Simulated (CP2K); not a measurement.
Runs of CP2K 2026.2 on TePb. Symmetry: Fm-3m, No. 225, cubic system. The conventional cell has a = 6.462 Å, b = 6.462 Å, c = 6.462 Å, α = 90.00°, β = 90.00°, γ = 90.00°. Around Pb (site symmetry m-3m) lie 6 Te at 3.23 Å. Te (site symmetry m-3m) is surrounded by 6 Pb at 3.23 Å. 

```tsv
potentials or basis	ADDED_MOS	pressure (GPa)
GTH_POTENTIALS Pb GTH-PBE-q4, Te GTH-PBE-q6; SZV-MOLOPT-SR-GTH basis	[3]	3.9
GTH_POTENTIALS Pb GTH-PBE-q4, Te GTH-PBE-q6; TZVP-MOLOPT-SR-GTH basis	[10]	2.1
POTENTIAL_UZH Pb GTH-PBE-q4, Te GTH-PBE-q6; ccGRB-D basis	[10]	3.9
POTENTIAL_UZH Pb GTH-PBE-q4, Te GTH-PBE-q6; TZVP-MOLOPT-PBE-GTH basis	[10]	(a)
POTENTIAL_UZH Pb GTH-PBE-q4, Te GTH-PBE-q6; DZVP-MOLOPT-PBE-GTH basis	[10]	2.5
POTENTIAL_UZH Pb GTH-PBE-q4, Te GTH-PBE-q6; TZV2P-MOLOPT-PBE-GTH basis	[10]	2.4
GTH_POTENTIALS Pb GTH-PBE-q4, Te GTH-PBE-q6; DZVP-MOLOPT-SR-GTH basis	[10]	2.1
```

Alike in all rows: task single point; level PBE; no spin polarisation; cell as given; k mesh 7 × 7 × 7; smearing fermi-dirac 0.05 eV.

Task: Estimate the missing entries.

Result: (a) 2.7.

Caveats: the basis of atomic orbitals isn't converged, which shifts pressures, moduli and gaps; a minimal basis gives rough bond lengths, pressures and levels (some runs).
